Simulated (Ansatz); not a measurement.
The elements of this relaxed crystal are hidden behind letters.

```
lattice vectors (Å)
   4.7897    0.0000    0.0000
   0.0000    5.8241    0.0000
   0.0000    0.0000    5.3057
fractional positions
X 0.5000 0.6652 0.7500
X 0.0000 0.8348 0.2500
X 0.5000 0.3348 0.2500
X 0.0000 0.1652 0.7500
Z 0.7302 0.6071 0.0782
Z 0.2302 0.8929 0.9218
Z 0.7698 0.8929 0.5782
Z 0.2698 0.6071 0.4218
Z 0.7302 0.3929 0.5782
Z 0.2302 0.1071 0.4218
Z 0.7698 0.1071 0.0782
Z 0.2698 0.3929 0.9218
```

Computed with DFT PBE, scalar-relativistic, plane waves, PAW in Ansatz 0.2.0. Settings of the last relaxation (12-atom cell): 420 eV, 6×6×6 k points, Gaussian smearing of 0.02 eV, no spin polarisation.

* Space group: Pbcn (No. 60)
* Conventional cell: a = 4.790 Å, b = 5.824 Å, c = 5.306 Å
* Volume per atom: 12.33 Å³
* Density: 6.76 g/cm³
* Energy over the elements: −1.594 eV/atom
* Gap on the 6×6×6 mesh of the 12-atom cell: 1.00 eV

Energies are uncorrected and count from the elements' standard states at the same level.

Q: X is a p-block element of period 5 and Z is a p-block element of period 2. Which elements are they?

A: X = Sn, Z = O, so the formula is SnO2. Density times volume gives a mean mass of 6.76 × 12.33/1.6605 = 50.2 u per atom, and this set has 50.2 u. Around Sn lie 6 O at 2.06–2.14 Å; O is surrounded by 3 Sn at 2.06–2.14 Å. Other sets within the hints have nearly the same mass, so mass alone doesn't settle it; this one was computed.

Kohn–Sham gaps at this level usually fall short of measured ones. Symmetry constrained the relaxation, so the result can be a saddle point. Another cell of SnO2 relaxed alike, in P4_2/mnm (a Materials Project cell), lies 18 meV/atom lower, so this cell isn't the stable form at this level.
